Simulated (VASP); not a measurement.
# CdS (Hawleyite) (F-43m) in VASP: a series of runs, part 3 of 3

VASP 6.6.1.

### 5 Dielectric tensor, LDA

INCAR

```
ALGO = Normal ; EDIFF = 1E-8
ENCUT = 340 ; GGA = CA
ISIF = 2 ; ISMEAR = 0
LASPH = True ; LCHARG = False
LEPSILON = True ; LREAL = False
LWAVE = False ; NELM = 100
PREC = Accurate ; SIGMA = 0.01
```

KPOINTS

```
k-points
0
Gamma
  9 9 9
```

POSCAR

```
CdS
1.0
    0.0000000000      2.9165000000      2.9165000000
    2.9165000000      0.0000000000      2.9165000000
    2.9165000000      2.9165000000      0.0000000000
Cd S
1 1
Direct
    0.0000000000      0.0000000000      0.0000000000
    0.7500000000      0.7500000000      0.7500000000
```

Potentials or basis: VASP PAW LDA potentials, release 64 (Cd, S).

Command:

```bash
cat potpaw_LDA.64/Cd/POTCAR potpaw_LDA.64/S/POTCAR > POTCAR
mpirun -np 1 vasp_std > vasp.out
```

OUTCAR:

```text
EDIFF = 1E-8
   ENCUT = 340
   GGA = CA
   ISIF = 2
   ISMEAR = 0
   LASPH = True
   LEPSILON = True
   LREAL = False
   NELM = 100
   PREC = Accurate

 Found     35 irreducible k-points:

 Following reciprocal coordinates:
            Coordinates               Weight
  0.000000  0.000000  0.000000      1.000000
  0.111111  0.000000  0.000000      8.000000
  0.222222  0.000000  0.000000      8.000000
  0.333333  0.000000  0.000000      8.000000
  0.444444  0.000000  0.000000      8.000000
  0.111111  0.111111  0.000000      6.000000
   k-points           NKPTS =     35   k-points in BZ     NKDIM =     35   number of bands    NBANDS=     13
   number of dos      NEDOS =    301   number of ions     NIONS =      2
   total plane-waves  NPLWV =  21952
   dimension x,y,z NGX =    28 NGY =   28 NGZ =   28
   dimension x,y,z NGXF=    56 NGYF=   56 NGZF=   56
   ions per type =               1   1
   NGX,Y,Z   is equivalent  to a cutoff of  11.29, 11.29, 11.29 a.u.
   NGXF,Y,Z  is equivalent  to a cutoff of  22.57, 22.57, 22.57 a.u.
 SYSTEM =  unknown system
   PREC   = accura    normal or accurate (medium, high low for compatibility)
   ISTART =      0    job   : 0-new  1-cont  2-samecut
   ICHARG =      2    charge: 1-file 2-atom 10-const
   ISPIN  =      1    spin polarized calculation?
   LNONCOLLINEAR =      F non collinear calculations
   LSORBIT =      F    spin-orbit coupling
[... 208 lines left out ...]
  free energy    TOTEN  =        -0.89458012 eV

  energy without entropy =       -0.89458012

------------------------ aborting loop because EDIFF is reached ----------------------------------------

 PIEZOELECTRIC TENSOR FIELD DIRECTION 3  (e Angst)
 -----------------------------------------------------------------------------
    -0.00138  1.99929  0.00000           (  0.00000 -0.03147  0.00000)
     1.99929 -0.00138  0.00000           ( -0.03147  0.00000  0.00000)
     0.00000  0.00000  0.00054           (  0.00000  0.00000 -0.00000)

 PIEZOELECTRIC TENSOR FIELD DIRECTION 3  (C/m^2)
 -----------------------------------------------------------------------------
    -0.00045  0.64561  0.00000
     0.64561 -0.00045  0.00000
     0.00000  0.00000  0.00017

 MACROSCOPIC STATIC DIELECTRIC TENSOR (including local field effects in DFT)
 ------------------------------------------------------
           7.230477     0.000000     0.000000
           0.000000     7.230477     0.000000
          -0.000000     0.000000     7.230477
 ------------------------------------------------------

 PIEZOELECTRIC TENSOR (including local field effects)  for field in x, y, z        (e  Angst)
          XX          YY          ZZ          XY          YZ          ZX
  --------------------------------------------------------------------------------
  x     0.00000     0.00000    -0.00000     0.00000     2.01508     0.00000
  y     0.00000    -0.00000     0.00000     0.00000     0.00000     2.01508
  z     0.00000    -0.00000     0.00000     2.01508     0.00000     0.00000

 PIEZOELECTRIC TENSOR (including local field effects)  for field in x, y, z        (C/m^2)
          XX          YY          ZZ          XY          YZ          ZX
  --------------------------------------------------------------------------------
  x     0.00000     0.00000    -0.00000     0.00000     0.65071     0.00000
  y     0.00000    -0.00000     0.00000     0.00000     0.00000     0.65071
  z     0.00000    -0.00000     0.00000     0.65071     0.00000     0.00000

 BORN EFFECTIVE CHARGES (including local field effects) (in |e|, cummulative output)
 ---------------------------------------------------------------------------------
 ion    1
    1     2.20646     0.00000     0.00000
    2     0.00000     2.20646     0.00000
    3    -0.00000    -0.00000     2.20646
 ion    2
    1    -2.20646    -0.00000    -0.00000
    2    -0.00000    -2.20646    -0.00000
    3     0.00000     0.00000    -2.20646
```

stdout:

```text
POSCAR found type information on POSCAR CdS
 POSCAR found :  2 types and       2 ions
 scaLAPACK will be used
 LDA part: xc-table for (Slater(with rela. corr.)+CA(PZ))
 , standard interpolation
 POSCAR, INCAR and KPOINTS ok, starting setup
 FFT: planning ... GRIDC
 FFT: planning ... GRID_SOFT
 FFT: planning ... GRID
 WAVECAR not read
 entering main loop
 Linear response reoptimize wavefunctions to high precision
 Linear response G [H, r] |phi>, progress :
  Direction:   1
 Linear response G [H, r] |phi>, progress :
  Direction:   2
 Linear response G [H, r] |phi>, progress :
  Direction:   3
 Linear response to external field (no local field effect), progress :
  Direction:   1
 dielectric tensor                  component  1 :     8.463     2.857     0.866
 Linear response to external field (no local field effect), progress :
  Direction:   2
 dielectric tensor                  component  2 :     2.856     8.885    -1.211
 Linear response to external field (no local field effect), progress :
  Direction:   3
 dielectric tensor                  component  3 :     0.869    -1.212     5.672
 Linear response to external field, progress :
  Direction:   1
 dielectric tensor                  component  1 :     7.230     1.261     0.603
 Linear response to external field, progress :
  Direction:   2
 dielectric tensor                  component  2 :     1.207     7.230     0.410
 Linear response to external field, progress :
  Direction:   3
 dielectric tensor                  component  3 :     0.949     0.915     7.230
 Born effective charges drift removed
```

Wall time 2.1 min (1 thread of Intel Xeon 6975P-C (Granite Rapids), shared host); peak memory 0.23 GiB.

The run converged, but some of its settings lie outside the range that counts as converged, so its numbers aren't taken as properties of the crystal.

Results:

| Property | Result |
| --- | --- |
| Band gap on the k mesh | 0.89 eV, direct |
| Electronic dielectric tensor (diagonal) | 7.23 |
| Born charges (mean of the diagonal) | Cd +2.21; S -2.21 e |
